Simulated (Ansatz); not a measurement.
Crystal: TiAl.

```xyz
2
Lattice="3.1791 0.0000 0.0000 0.0000 3.1791 0.0000 0.0000 0.0000 3.1791" Properties=species:S:1:pos:R:3 pbc="T T T"
Ti    0.0000    0.0000    0.0000
Al    1.5895    1.5895    1.5895
```

The cell comes from a database or a generator and needn't be the stable form of this composition.

| Property | Result |
| --- | --- |
| Program | Ansatz 0.2.0 |
| Task | single point |
| Functional | PBE |
| Potentials or basis | all-electron LAPW, scalar-relativistic |
| Cutoff | 205 eV (chosen from the basis error) |
| Basis error allowed | 0.001 eV/atom |
| k mesh | 8 × 8 × 8 |
| Occupations | fermi-dirac, width 0.05 eV |
| Spin | no spin polarisation |

On this cell: pressure 0.8 GPa; largest force zero by symmetry; band gap on the k mesh none (metal or under the smearing width).

The same run follows on a disturbed copy (atoms moved at random, drawn with an rms of 0.05 Å):

```
Ti Al
1.0
     3.17906    0.00000    0.00000
     0.00000    3.17906    0.00000
     0.00000    0.00000    3.17906
Ti Al
1 1
Direct
  0.99886 0.00758 0.00170
  0.50931 0.50647 0.50062
```

**Question.** What changes?

**Answer.** The energy (extrapolated to zero smearing) moves by +1.8 meV/atom; pressure 0.9 GPa; largest force 0.212 eV/Å; band gap on the k mesh none (metal or under the smearing width).

Forces on the atoms (eV/Å):
```
Ti   0.210 -0.022 -0.022
Al  -0.210  0.022  0.022
```
